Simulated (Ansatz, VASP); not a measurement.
## SiC: VASP beside Ansatz

The input INCAR:

```
SYSTEM = SiC
PREC = Accurate
ENCUT = 520
EDIFF = 1E-6
ISMEAR = 0
SIGMA = 0.1
LREAL = .FALSE.
LASPH = .TRUE.
NELM = 150
ALGO = Normal
ISIF = 2
LWAVE = .FALSE.
LCHARG = .FALSE.
ISPIN = 2
MAGMOM = 0 1
LORBIT = 11
GGA = PE
NBANDS = 15
```

KPOINTS

```
Automatic mesh
0
G
  6 6 6
  0 0 0
```

Contents of POSCAR:

```
SiC
1.0
    2.8643927455      0.0000000000      0.0000000000
   -1.4321963728      2.4806368841      0.0000000000
    0.0000000000      0.0000000000      2.5577936373
Si C
1 1
Direct
    0.3333333333      0.6666666667      0.5000000000
    0.6666666667      0.3333333333      0.0000000000
```

Input for Ansatz:

```yaml
crystal:
  lattice:
    - [2.8643927455, 0.0, 0.0]
    - [-1.4321963728, 2.4806368841, 0.0]
    - [0.0, 0.0, 2.5577936373]
  atoms:
    - { symbol: Si, position: [0.3333333333, 0.6666666667, 0.5] }
    - { symbol: C, position: [0.6666666667, 0.3333333333, 0.0], spin: 1.0 }
basis:
  ecutwfc: 420
kpoints:
  mp_grid: { grid: [6, 6, 6] }
hamiltonian:
  xc: pbe
scf:
  occupations: { method: gaussian, width: 0.1 }
  lower_state_search: "off"
output:
  forces: true
  stress: true
  eigenvalues: true
  populations: true
magnetization:
  spin_polarized: true
```

Alike in both runs: task single point; functional PBE; k mesh 6 × 6 × 6; occupations gaussian, width 0.1 eV; collinear spin.

|  | VASP | Ansatz |
| --- | --- | --- |
| version | VASP 6.6.1 | Ansatz 0.2.0 |
| potentials or method | VASP PAW PBE potentials, release 64 (Si, C) | scalar-relativistic, plane waves, PAW |
| plane-wave cutoff (eV) | 520 | 420 |
| valence electrons in the cell | 8 | 8 |

```tsv
	VASP	Ansatz	Ansatz less VASP
gap on the k mesh at the Fermi level (eV)	none	none	-
pressure (GPa)	0.1	0.0	-0.12
largest component of the traceless stress (GPa)	0.08	0.09	+0.009
net moment per atom (μB)	0.00	0.00	0.000
```

A gap of «none» marks a metal or a gap that the smearing closes. Ansatz warned: «seeded_moment_not_kept».

Caveats: the k mesh is coarse (spacing up to 0.42 Å⁻¹), so the values aren't converged.
